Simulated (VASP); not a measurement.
Here is a VASP 6.6.1 calculation.

Contents of INCAR:

```
SYSTEM = Hf
PREC = Accurate
ENCUT = 520
EDIFF = 1E-7
ISMEAR = -1
SIGMA = 0.05
LREAL = .False.
LASPH = .True.
NELM = 60
ALGO = Normal
ISIF = 2
LWAVE = .False.
LCHARG = .False.
GGA = PS
NBANDS = 11
```

KPOINTS

```
Automatic mesh
0
Gamma
  10 10 10
  0 0 0
```

The input POSCAR:

```
Hf
1.0
   -1.8050000000      1.8050000000      1.8050000000
    1.8050000000     -1.8050000000      1.8050000000
    1.8050000000      1.8050000000     -1.8050000000
Hf
1
Direct
    0.0000000000      0.0000000000      0.0000000000
```

Potentials or basis: VASP PAW PBE potentials, release 64 (Hf_pv).

The run is started by

```bash
$ cat potpaw_PBE.64/Hf_pv/POTCAR > POTCAR
$ mpirun -np 1 vasp_std > vasp.out
```

Problem. Predict the band gap on the k mesh.

Solution. None (metal or under the smearing width).

Problem. What does it give for the pressure?

Solution. -9.3 GPa.

Caveat: the PAW data sets were made with another functional, which shifts forces and pressure a little. The run has no spin-orbit coupling, so splittings on Hf are missing.
